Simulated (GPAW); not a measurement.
A run of GPAW 26.7.0:

The input run.py:

```python
from ase.eos import EquationOfState
from ase.io import Trajectory, read
from ase.units import GPa
from gpaw import GPAW, PW, setup_paths

setup_paths.insert(0, '.')

atoms = read('ZnO.cif')

traj = Trajectory('eos.traj', 'w')
volumes, energies = [], []
for x in [0.94, 0.96, 0.98, 1.0, 1.02, 1.04, 1.06]:
    a = atoms.copy()
    a.set_cell(atoms.cell * x**(1 / 3), scale_atoms=True)
    calc = GPAW(mode=PW(1100),
                xc='PBE',
                kpts={'size': (6, 6, 3), 'gamma': True},
                occupations={'name': 'fermi-dirac', 'width': 0.05},
                setups='sg15',
                nbands=-13,
                convergence={'density': 1e-05, 'energy': 1e-05},
                maxiter=150,
                txt=f'eos-{x:.2f}.txt')
    a.calc = calc
    energies.append(a.get_potential_energy(force_consistent=True))
    volumes.append(a.get_volume())
    p = -a.get_stress()[:3].mean() / GPa
    calc.write(f'eos-{x:.2f}.gpw')
    traj.write(a)
    print(f'{x:.2f} {volumes[-1]:10.4f} A^3 {energies[-1]:14.6f} eV {p:9.3f} GPa', flush=True)

v0, e0, B = EquationOfState(volumes, energies, eos='birchmurnaghan').fit()
print(f'V0 = {v0:.4f} A^3, E0 = {e0:.6f} eV, B0 = {B / GPa:.2f} GPa')
```

Contents of ZnO.cif:

```cif
data_ZnO
_cell_length_a 3.24930800
_cell_length_b 3.24930800
_cell_length_c 5.20570900
_cell_angle_alpha 90.00000000
_cell_angle_beta 90.00000000
_cell_angle_gamma 120.00000000
_space_group_name_H-M_alt 'P6_3mc'
_space_group_name_Hall 'P 6c -2c'
_space_group_IT_number 186
loop_
_space_group_symop_operation_xyz
'x,y,z'
'x-y,x,z+1/2'
'-y,x-y,z'
'-x,-y,z+1/2'
'-x+y,-x,z'
'y,-x+y,z+1/2'
'y,x,z+1/2'
'x,x-y,z'
'x-y,-y,z+1/2'
'-y,-x,z'
'-x,-x+y,z+1/2'
'-x+y,y,z'
loop_
_atom_site_label
_atom_site_type_symbol
_atom_site_symmetry_multiplicity
_atom_site_Wyckoff_symbol
_atom_site_fract_x
_atom_site_fract_y
_atom_site_fract_z
_atom_site_occupancy
Zn1 Zn 2 b 0.6666666667 0.3333333333 0.0000000000 1
O1 O 2 b 0.3333333333 0.6666666667 0.8790100000 1
```

Potentials or basis: SG15 ONCV 1.2, pw.

Launch:

```sh
$ OMP_NUM_THREADS=1 python run.py
```

Hardware: 1 thread of Arm Neoverse V1, with other jobs on the host.

Task: How long does it take, and how much memory?

Result: Wall time 6.7 min on 1 thread of Arm Neoverse V1 (shared host), peak memory 0.36 GiB. Counts: scf iterations 77, plane waves 3723, bands 39, k points 17.
